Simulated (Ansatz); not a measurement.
CuCl2:

```
Cu Cl
1.0
     4.52065    0.00000    0.00000
     0.00000    4.52065    0.00000
     0.00000    0.00000    4.31771
Cu Cl
1 2
Direct
  0.00000 0.00000 0.00000
  0.00000 0.50000 0.00000
  0.50000 0.00000 0.00000
```

Measurements of this composition are mostly on another form, of space group No. 12.

| Property | Result |
| --- | --- |
| Program | Ansatz 0.2.0 |
| Task | relaxation of cell and atoms |
| Functional | r2SCAN |
| Potentials or basis | Ansatz PAW |
| Cutoff | 500 eV (not typed: the program's choice for these potentials) |
| k mesh | 6 × 6 × 6 |
| Occupations | fermi-dirac, width 0.05 eV |
| Spin | no spin polarisation |
| Hubbard terms | Cu d U = 6 eV |

At the start: volume 29.41 Å³/atom.

**Question.** How do energy, volume and symmetry change on relaxing?

**Answer.** It ends after 7 steps and the volume is 26.81 Å³/atom (-8.9 %); space group P4/mmm (No. 123, to 0.05 Å).

The path:
| step | energy change (eV) | largest force (eV/Å) | volume (Å³) |
| --- | --- | --- | --- |
| 1 | 0.0000 | 0.0000 | 88.24 |
| 2 | -0.0013 | 0.0000 | 87.55 |
| 3 | -0.0082 | 0.0000 | 83.19 |
| 4 | -0.0098 | 0.0000 | 78.86 |
| 5 | -0.0103 | 0.0000 | 80.03 |
| 6 | -0.0103 | 0.0000 | 80.43 |
| 7 | -0.0093 | 0.0000 | 80.43 |

Final structure:
```
Cu Cl
1.0
     4.51918    0.00000    0.00000
     0.00000    4.51918    0.00000
     0.00000    0.00000    3.93800
Cu Cl
1 2
Direct
  0.00000 0.00000 0.00000
  0.00000 0.50000 0.00000
  0.50000 0.00000 0.00000
```

Caveat: the plane-wave basis is chosen anew once the cell has moved, so the energies of steps on either side of that aren't comparable; an odd number of electrons without spin polarisation forces a metal; a magnetic or distorted state may lie lower; the run has no spin polarisation, though such a crystal can be magnetic; U without spin polarisation on a metal has little footing; the PAW data sets come from PBE, with cores solved anew for the run's functional, which leaves a small shift of forces and pressure.
